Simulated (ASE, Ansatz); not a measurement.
## Localised basis functions on C(110) slab, H on both faces (180 atoms)

Aim: test how closely localised support functions follow the reference on C(110) slab, H on both faces (180 atoms), and at what cost. A setting counts as converged where the r.m.s. difference of forces stays under 1 % of the r.m.s. force.

Main program and level: Ansatz 0.2.0; Kohn-Sham DFT, PBEsol, PAW (set soft_2), plane waves.

### 1. The structure

The cell holds 180 atoms: 120 C and 60 H. Cell: a = 12.611 Å, b = 10.701 Å, c = 15.563 Å, α = 90.0°, β = 90.0°, γ = 90.0°. It derives from C (diamond-structure). Diamond-structure C (a = 3.567 Å), (110) slab of 4 atomic planes, 5 x 3 surface cells, H on the broken bonds of both faces, 10 Å of vacuum; displaced by a Gaussian of 0.02 Å. Regions: slab, 120 atoms (120 C); hydrogen, 60 atoms (60 H). Vacuum lies along c.

Limits known from the start: Beside vacuum, support functions can miss their usual error bounds without a warning. Only the Γ point is sampled, in a cell whose shortest periodic width is 11 Å.

### 2. Plane-wave single point

The first run fixes the reference, at a cutoff of 420 eV.

Contents of input.yaml:

```yaml
crystal:
  lattice:
    - [12.61125, 0.0, 0.0]
    - [0.0, 10.701, 0.0]
    - [0.0, 0.0, 15.56334]
  atoms:
    - { symbol: C, position: [0.90005, 0.16548, 0.37729] }
    - { symbol: C, position: [0.00114, 0.08398, 0.37857] }
    - { symbol: C, position: [0.99968, 0.99988, 0.46024] }
    - { symbol: C, position: [0.90261, 0.25105, 0.45967] }
    - { symbol: C, position: [0.89751, 0.16807, 0.54204] }
    - { symbol: C, position: [0.9995, 0.08571, 0.54083] }
    - { symbol: C, position: [0.99882, 0.00189, 0.62152] }
    - { symbol: C, position: [0.89947, 0.24786, 0.62307] }
    - { symbol: C, position: [0.1011, 0.16902, 0.37887] }
    - { symbol: C, position: [0.20054, 0.08319, 0.37793] }
    - { symbol: C, position: [0.20044, 0.99936, 0.46168] }
    - { symbol: C, position: [0.0997, 0.25201, 0.45984] }
    - { symbol: C, position: [0.09938, 0.1684, 0.54114] }
    - { symbol: C, position: [0.20172, 0.08085, 0.53852] }
    - { symbol: C, position: [0.20173, 0.00395, 0.62314] }
    - { symbol: C, position: [0.09924, 0.25122, 0.62135] }
    - { symbol: C, position: [0.90268, 0.49958, 0.37887] }
    - { symbol: C, position: [0.00078, 0.4208, 0.37995] }
    - { symbol: C, position: [0.99857, 0.33481, 0.46116] }
    - { symbol: C, position: [0.9018, 0.58391, 0.45764] }
    - { symbol: C, position: [0.89991, 0.50073, 0.54046] }
    - { symbol: C, position: [0.00129, 0.41677, 0.5399] }
    - { symbol: C, position: [0.99913, 0.33191, 0.62073] }
    - { symbol: C, position: [0.90123, 0.58673, 0.62018] }
    - { symbol: C, position: [0.30258, 0.16443, 0.3767] }
    - { symbol: C, position: [0.39846, 0.08468, 0.37772] }
    - { symbol: C, position: [0.40248, 0.00533, 0.45973] }
    - { symbol: C, position: [0.30075, 0.25144, 0.46272] }
    - { symbol: C, position: [0.29813, 0.16303, 0.5393] }
    - { symbol: C, position: [0.39788, 0.08509, 0.54156] }
    - { symbol: C, position: [0.40266, 0.99986, 0.62093] }
    - { symbol: C, position: [0.29956, 0.24987, 0.62252] }
    [... 142 atom lines left out ...]
    - { symbol: H, position: [0.5991, 0.72464, 0.676] }
    - { symbol: H, position: [0.50062, 0.85788, 0.67868] }
    - { symbol: H, position: [0.6987, 0.89515, 0.31921] }
    - { symbol: H, position: [0.79896, 0.68936, 0.32268] }
    - { symbol: H, position: [0.7998, 0.72488, 0.68071] }
    - { symbol: H, position: [0.70035, 0.85729, 0.67997] }
kpoints:
  mp_grid: { grid: [1, 1, 1] }
hamiltonian:
  xc: pbesol
scf:
  occupations: { method: fixed }
output:
  forces: true
  populations: true
  dos:
    method: { smearing: { sigma: 0.08 } }
    de: 0.1
    projected:
      site_lists:
        C: [C]
        H: [H]
        hydrogen: [120, 121, 122, 123, 124, 125, 126, 127, 128, 129, 130, 131, 132, 133, 134, 135, 136, 137, 138, 139, 140, 141, 142, 143, 144, 145, 146, 147, 148, 149, 150, 151, 152, 153, 154, 155, 156, 157, 158, 159, 160, 161, 162, 163, 164, 165, 166, 167, 168, 169, 170, 171, 172, 173, 174, 175, 176, 177, 178, 179]
  eigenvalues: true
  write_density: true
  write_potential: true
  volumetric_format: npy
```

On the command line:

```bash
$ ansatz run input.yaml --threads 8 --pin off --max-ram 15872MiB --backend cpu --events-out ev --progress --plain --runs-dir out
```

Numbers of over 12 decimals in the logs are rounded to 6 here.

Log:

```text
Engine: ansatz 0.2.0, aarch64-unknown-linux-gnu
Pseudopotentials: kind: paw
Pseudopotential: C, paw, valence charge 4, recommended cutoff 420 eV (normal), C.paw.azcp
Pseudopotential: H, paw, valence charge 1, recommended cutoff 420 eV (normal), H.paw.azcp
[... 3 lines on functional and potentials left out ...]
Crystal: 180 atoms, lattice volume = 2100.319 Å³
Basis set: ecut = 420 eV, 40989 PW (Γ), exchange–correlation on 180×144×216 points (8 copies of the dense FFT grid, shifted against one another)
Bands: 450, of which v1, the nominal top of the filled ones, is band 270 counted from 1 (269 counted from 0)
Symmetry: 1 space group operations
Space group: P1 (ITA 1), of the structure as read, at distance tolerance 1.3e-4 Å
k-points: 1
[... 6 lines on functional and potentials left out ...]
Initial density: superposition of atomic densities (neutral atoms: chi_scale 0, normalization atom), corrected by the library's trained network
Initial wavefunctions: pseudopotential atomic-orbital guess
Functional: x = pbesol(κ = 0.804, μ = 0.123457), c = pbesol(β = 0.046)
SCF iter   1: F=—  HF=-30544.288015 eV  |F-HF|=—  |Δ(HF+E_count)|=         —  Δρ=4.97e-3  dr2=1.09e0  ethr=1.77e-3  ⟨swp⟩=5.0  Hψ=1889  notcnv=0  defer=178
preconditioner: auto → Resta (q_TF=auto, 2.176 Å⁻¹)  ε∞=2.4  [insulator: Δε(μ)=2.582 eV  Ē_g=15.890 eV  n_scr=364 (ndim 8)  ℏωp=18.8 eV  f_vac=0.503  ε∞_Penn≈2.4  vacuum switching on, ρ_ref=1.8e-2 e/Å³]
SCF iter   2: F=—  HF=-30544.120299 eV  |F-HF|=—  |Δ(HF+E_count)|=   1.68e-1  Δρ=2.98e-3  dr2=1.70e-1  ethr=2.02e-4  ⟨swp⟩=2.0  Hψ=600  notcnv=0  defer=178
SCF iter   3: F=—  HF=-30544.128685 eV  |F-HF|=—  |Δ(HF+E_count)|=   8.39e-3  Δρ=8.26e-4  dr2=2.22e-2  ethr=3.14e-5  ⟨swp⟩=4.0  Hψ=549  notcnv=0  defer=178
SCF iter   4: F=—  HF=-30544.132810 eV  |F-HF|=—  |Δ(HF+E_count)|=   4.13e-3  Δρ=1.88e-4  dr2=7.68e-4  ethr=4.11e-6  ⟨swp⟩=4.0  Hψ=455  notcnv=0  defer=178
SCF iter   5: F=—  HF=-30544.133694 eV  |F-HF|=—  |Δ(HF+E_count)|=   8.84e-4  Δρ=7.37e-5  dr2=1.34e-4  ethr=1.42e-7  ⟨swp⟩=3.0  Hψ=552  notcnv=0  defer=178
SCF iter   6: F=—  HF=-30544.133818 eV  |F-HF|=—  |Δ(HF+E_count)|=   1.24e-4  Δρ=1.81e-5  dr2=5.98e-6  ethr=2.48e-8  ⟨swp⟩=3.0  Hψ=540  notcnv=0  defer=178
SCF iter   7: F=—  HF=-30544.135854 eV  |F-HF|=—  |Δ(HF+E_count)|=   2.04e-3  Δρ=5.38e-6  dr2=6.11e-7  ethr=1.11e-9  ⟨swp⟩=2.0  Hψ=712  notcnv=0  defer=178
SCF iter   8: F=-30544.135854 eV  HF=-30544.135854 eV  |F-HF|=4.09e-8  |Δ(HF+E_count)|=   2.64e-8  Δρ=1.38e-6  dr2=1.96e-8  ethr=1.85e-11  ⟨swp⟩=32.0  Hψ=5912  notcnv=0
SCF 1 converged in 8 iterations: F = -30544.135854 eV  dr2 = 1.96e-8
  greatest PAW one-centre occupation: 0.652 electrons in one spin orbital (limit 2), on the C atom at site 24 (counted from 0), in its partial waves of l = 0
WARN: The output density's exchange-correlation potential varies sharply where the density is thin. Do not read a vacuum level from v_tot or v_xc, or from such a field of the output density. On a cell that repeats whose density bears no net charge and no dipole along the vacuum's axis use v_es (v_loc + v_h of the components); [...]
SCF converged after 8 iterations
Free energy (F): -30544.135854 eV
Harris-Foulkes:  -30544.135854 eV  (|F-HF|=4.09e-8)
Internal energy: -30544.135854 eV  (E = F + TS)
E sigma→0 (E₀):  -30544.135854 eV
Fermi energy:    2.328402 eV
--- Per-component energies (eV) ---
  E_band       = -3215.070451
  E_kinetic    = 11875.532063
  E_local      = -210533.724129  (includes V_loc(G=0)·N_el)
  E_nonlocal   = 3315.644776
  E_hartree    = 100448.797884
  E_xc         = -6330.440096
  E_vxc        = -7910.201006  (∫ρ·V_xc dr)
  E_paw        = -11476.523436  (= ΣΔE_a)
  E_vpaw       = -859.814927  (= ΣTr[D̂ρ^β])
  E_aug_tail   = -0.081034  (compensation charges beyond the density's cutoff)
  E_ewald      = 82154.126058
  E_core_change = 2.532061  (= ΣΔE_core)
  E_smearing   = -0.000000  (= −TS)
  E_closure    = 0.000000  (closes the sum)
  Σ components = -30544.135854   (vs F -30544.135854, Δ=0.00e0)
--- Forces (eV/Å), atoms counted from 1 ---
  atom   1  C      1.31300972    -0.78167529     2.01018469
  atom   2  C     -0.03995868     1.26929379     0.75942826
  atom   3  C      0.25015728     1.20325184    -0.66145340
  atom   4  C     -2.05466487    -0.18978443    -0.05587366
  atom   5  C      1.26580366    -0.96752364    -0.57083688
  atom   6  C     -0.27982217    -0.32705399     0.34324292
  atom   7  C      0.12739441    -2.20738808    -0.98651809
  atom   8  C     -0.32568595     2.50485375    -1.80112133
  atom   9  C     -0.38508029    -2.20772043     1.00187220
  atom  10  C      0.13408370     2.49461593     2.69732018
  atom  11  C     -0.84156391     0.24456611    -2.04858612
  atom  12  C     -0.38848612    -0.30780189    -0.35882479
  atom  13  C      0.58702953    -0.60560879    -0.37022713
  atom  14  C     -1.45596728     1.49821797     2.25128335
[...]
atom 179  H     -0.04581940    -0.39080667    -0.52480883
  atom 180  H      0.05376632     0.65581040    -0.71226607
  max |Σ_I F_I| component: 7.11e-5 eV/Å
--- Band table (eV) ---
  k-point 0: bands = ["-17.9115", "-17.2245", "-17.1374", "-16.9601", [... 434 levels ...], "11.9867", "11.9923", "12.0099", "12.0271", "12.0431", "12.0528", "12.0767", "12.1009", "12.1205", "12.1329", "12.1418", "12.1693"]
--- Löwdin populations: 180 sites ---
  site symbol       q [e]
     0      C      4.1298
     1      C      4.1238
     2      C      3.9823
[...]
179      H      0.8602
  spilling = 0.005150 (of n_electrons = 540.000000)
```

It took 22 s on 8 threads of Arm Neoverse V2, shared host; peak memory 2.7 GiB; 2.8 min of CPU time.

The program notes that the exchange-correlation potential is rough where the density is thin.

Numbers from this run:

```yaml
free_energy: -30544.1359 eV
free_energy_per_atom: -169.6896 eV/atom
scf_cycles: 8
r_m_s_force_component: 1.063 eV/Å
longest_force: 5.298 eV/Å
fermi_energy: 2.328 eV
spacing_of_highest_filled_and_lowest_empty_level: 2.355 eV
potential_in_mid_vacuum_over_the_fermi_level: 3.338 eV
potential_4p5_a_over_the_upper_face: 3.339 eV
potential_4p5_a_under_the_lower_face: 3.339 eV
spilling_of_the_projection: 0.00515
```

Length of the force by element:

```tsv
element	coordination	atoms	mean length of the force (eV/Å)	spread	least	most
C	all	120	1.94	0.890	0.524	5.30
H	all	60	0.852	0.606	0.126	3.26
```

Löwdin charges by element (they lack the spilled electrons, 0.015 e an atom on average):

```tsv
element	coordination	atoms	mean charge (e)	spread	least	most
C	all	120	-0.0538	0.0721	-0.148	0.0219
H	all	60	0.154	0.0107	0.132	0.180
```

By region:

```tsv
region	atoms	mean length of the force (eV/Å)
slab	120	1.94
hydrogen	60	0.852
```

States in the cell by windows of 1 eV, zero at the Fermi level; the larger projections on atomic orbitals stand beside the total:

```tsv
from (eV)	to (eV)	total	C p	H s	hydrogen	C s
-14	-13	2.5	1.1	0.1	0.1	1.4
-13	-12	24.6	11.4	2.2	2.2	10.8
-12	-11	31.3	18.8	2.4	2.4	9.9
-11	-10	14.9	9.8	1.3	1.3	3.7
-10	-9	41.1	22.9	5.5	5.5	12.4
-9	-8	12.7	11.1	1.3	1.3	0.2
-8	-7	44.2	34.5	4.8	4.8	4.7
-7	-6	43.4	34.1	5.3	5.3	3.7
-6	-5	63.3	52.3	7.3	7.3	3.4
-5	-4	48.4	41.7	4.4	4.4	2.1
-4	-3	53.3	46.3	5.8	5.8	1.1
-3	-2	27.2	24.4	2.2	2.2	0.5
-2	-1	28.8	26.4	2.0	2.0	0.3
-1	0	3.9	3.4	0.5	0.5	0.0
0	1	0.9	0.9	0.0	0.0	0.0
1	2	0.0	0.0	0.0	0.0	0.0
2	3	4.0	0.4	0.9	0.9	0.3
3	4	16.0	2.0	3.7	3.7	1.5
4	5	25.4	4.2	4.9	4.9	3.5
```

The curve was stored every 0.10 eV, coarse against its broadening of 0.08 eV, so these counts are rough.

With fixed occupations the program's Fermi level is the highest filled level; weight inside the gap is the broadening of levels at its edges.

Between -21 and -14 eV lie 100 more states.

The levels nearest the highest filled one (over half full), pooled over k-points and spins:

```tsv
level less the highest filled one (eV)	occupation
-1.34	2
-1.32	2
-1.08	2
-1.02	2
-0.687	2
0	2
2.35	0
2.56	0
3.18	0
3.19	0
3.28	0
3.30	0
```

Planar average of the electrostatic potential energy along the normal, with the Fermi level as zero, after a running mean with a triangular window 4 Å wide at its base:

```tsv
height (Å)	potential energy (eV)
0.0	3.34
0.4	3.34
0.9	3.34
1.3	3.34
1.7	3.33
2.2	3.32
2.6	3.27
3.0	3.06
3.5	2.55
4.0	0.95
4.5	-0.90
4.9	-3.04
5.3	-5.43
5.8	-7.65
6.2	-8.99
6.6	-9.93
7.1	-10.61
7.5	-10.58
7.9	-10.53
8.4	-10.70
8.8	-10.28
9.2	-9.35
9.7	-8.21
10.1	-6.23
10.5	-3.80
11.0	-1.55
11.4	0.40
12.0	2.28
12.4	2.94
12.8	3.24
13.3	3.32
13.7	3.34
14.1	3.34
14.6	3.34
15.0	3.34
15.4	3.34
```

Valence density in the cb plane at fractional x = 0.000, with atoms of C and H within 0.2 Å of it. It is the smooth field of the valence electrons, not physical close to the nuclei.

Ten even steps from '0' (0.0 e/Å³) to '9' (1.9 e/Å³), each cell a mean:
```
00000000000000111136863112686310000000000000
00000000000000000013431001233100000000000000
00000000000000000001110000111000000000000000
00000000000000012210001221000000000000000000
00000000000000136531013663100000000000000000
00000000000001369863236996322331000000000000
00000000000003799876668888767971000000000000
00000000000003754468996446999731000000000000
00000000000000111136873112686310000000000000
00000000000000000013431001233100000000000000
00000000000000000001110000111000000000000000
00000000000000012210001111000000000000000000
00000000000000136631013553100000000000000000
00000000000001369963236996322331000000000000
00000000000003788887679988766872000000000000
00000000000003753468996446999731000000000000
00000000000000111136863113686310000000000000
00000000000000000012331001243100000000000000
00000000000000000001110000111000000000000000
00000000000000011110001221000000000000000000
00000000000000135531013563100000000000000000
00000000000001369963236896322331000000000000
00000000000003799887678888767971000000000000
00000000000003754469996446999731000000000000
```
Columns run along c (15.6 Å), rows up along b (10.7 Å). Atoms in or near the plane, at fractional coordinates: C at (0.38, 0.08), C at (0.46, 0.00), C at (0.54, 0.09), C at (0.62, 0.00), C at (0.38, 0.42), C at (0.46, 0.33), C at (0.54, 0.42), C at (0.62, 0.33), C at (0.38, 0.75), C at (0.46, 0.66), C at (0.54, 0.75), C at (0.62, 0.67), H at (0.32, 0.03), H at (0.68, 0.06) and more.

Electrostatic potential energy in the cb plane at fractional x = 0.000, with atoms of C and H within 0.2 Å of it. With pseudopotentials it is smooth inside the atoms' cores, unlike the true potential.

Values in eV, 13 rows by 16 columns, each cell a mean:
```
  6   6   6   6   5   3   0 -26   1 -12 -14   5   6   6   6   6
  6   6   6   6   6   5   3   3   3   3   4   6   6   6   6   6
  6   6   6   6   5  -9 -20   2 -23  -6   3   4   6   6   6   6
  6   6   6   6   1 -27 -30 -20 -33 -23 -25  -6   6   6   6   6
  6   6   6   6   3  -3  -4 -44  -2 -22 -26   4   6   6   6   6
  6   6   6   6   6   5   3   0   3   2   3   6   6   6   6   6
  6   6   6   6   6  -1  -8   3  -7   1   5   5   6   6   6   6
  6   6   6   6   4 -22 -39  -7 -43 -18 -11  -6   5   6   6   6
  6   6   6   6   0 -16  -8 -49  -9 -28 -33   1   6   6   6   6
  6   6   6   6   5   5   3  -8   3  -4  -4   5   6   6   6   6
  6   6   6   6   6   3   2   4   1   3   5   5   6   6   6   6
  6   6   6   6   5 -16 -32   1 -37 -13  -2   0   5   6   6   6
  6   6   6   6   0 -26 -20 -38 -20 -27 -34  -4   6   6   6   6
```
Columns run along c (15.6 Å; values clipped at the 3rd and 97th percentile), rows up along b (10.7 Å). Atoms in or near the plane, at fractional coordinates: C at (0.38, 0.08), C at (0.46, 0.00), C at (0.54, 0.09), C at (0.62, 0.00), C at (0.38, 0.42), C at (0.46, 0.33), C at (0.54, 0.42), C at (0.62, 0.33), C at (0.38, 0.75), C at (0.46, 0.66), C at (0.54, 0.75), C at (0.62, 0.67), H at (0.32, 0.03), H at (0.68, 0.06) and more.

Mean Löwdin charges: C -0.05, H +0.15 e (they miss 0.52 % of the electrons, so they add up to more than the cell's charge). Charges this small depend on the projection, at times even in sign. The potential stands 3.34 eV above the highest filled level over the upper face and 3.34 eV under the lower one, a reading of the ionisation potential at this level on the run's k-points.

### 3. Distances and neighbours

These statistics describe the geometry on which the runs were made.

Normalised to the volume that the atoms fill. g(r), total and by pair (bins of 0.1 Å):

```tsv
r (Å)	total	C-C	C-H	H-H
0.95	0.00	0.00	0.00	0.00
1.05	1.74	0.00	3.92	0.00
1.15	0.84	0.00	1.88	0.00
1.25	0.00	0.00	0.00	0.00
1.35	0.00	0.00	0.00	0.00
1.45	0.33	0.73	0.00	0.00
1.55	3.99	8.98	0.00	0.00
1.65	0.14	0.30	0.00	0.00
1.75	0.00	0.00	0.00	0.00
1.85	0.52	0.00	0.00	4.70
1.95	0.33	0.00	0.00	2.96
2.05	0.01	0.00	0.03	0.00
2.15	1.70	0.00	3.82	0.00
2.25	0.24	0.00	0.53	0.00
2.35	0.00	0.00	0.00	0.00
2.45	1.36	2.15	0.04	3.52
2.55	4.76	7.51	1.91	5.14
2.65	0.17	0.03	0.33	0.07
2.75	1.46	0.00	3.29	0.00
2.85	0.12	0.10	0.17	0.00
2.95	2.69	6.05	0.00	0.00
3.05	0.51	0.50	0.66	0.00
3.15	0.03	0.00	0.07	0.00
3.25	0.09	0.00	0.19	0.00
3.35	0.48	0.00	1.09	0.00
3.45	0.59	0.01	1.30	0.04
3.55	1.19	1.83	0.36	1.98
3.65	0.15	0.31	0.00	0.14
3.75	0.00	0.00	0.00	0.00
3.85	1.06	2.30	0.09	0.00
3.95	1.37	1.10	1.94	0.17
4.05	0.24	0.00	0.18	1.45
4.15	0.56	0.00	1.25	0.05
4.25	0.47	0.06	1.00	0.03
4.35	2.77	4.19	1.06	3.90
4.45	0.78	0.78	0.88	0.40
4.55	0.39	0.31	0.56	0.00
4.65	1.43	2.53	0.69	0.00
4.75	0.13	0.04	0.25	0.00
4.85	0.00	0.00	0.01	0.00
4.95	0.59	0.10	1.22	0.04
5.05	1.18	1.45	0.93	1.06
5.15	0.57	0.08	0.96	1.02
5.25	1.12	2.02	0.49	0.00
```

Bonds by pair of elements; cutoffs follow the first minimum of g(r), held within bounds set by covalent radii, and pairs that aren't listed don't count as bonded:

```tsv
pair A-B	cutoff (Å)	bonds	mean length (Å)	spread (Å)	shortest (Å)	B about A	A about B
C-C	1.85	210	1.55	0.03	1.48	3.5	3.5
C-H	1.34	60	1.09	0.029	1.02	0.5	1
```

How many atoms have how many bonded neighbours:

```tsv
element	mean	1	4
C	4	0	120
H	1	60	0
```

Bond angles, per cent of each kind in bins of 5°:

```tsv
angle (°)	C-C-C	C-C-H
100–105	0.4	0.6
105–110	63.9	61.7
110–115	35.7	37.2
115–120	0.0	0.6
```

Bond angles (no mean is given where the spread exceeds 20°):

```tsv
angle	count	mean (°)	spread (°)
C-C-C	540	110	1.6
C-C-H	180	110	1.9
```

First main peaks of g(r), for some of the pairs, lie near 1.55 Å (C-C), 1.09 Å (C-H) and 1.89 Å (H-H). With the cutoffs above, all C atoms have 4 and all H atoms have 1 bonded neighbour. The C-C-C angle averages 110° with a spread of 1.6°.

(Part 1 of 2 ends here.)

[Logs are printed without paths, hosts, clocks, repeated set-up lines and the standing remarks that a program may print on its own settings, such as how far it seeks lower states.]

[Hosts, paths, dates, database ids (printed as entryN), source tags and the programs' standing remarks are cut or masked in the printed files.]
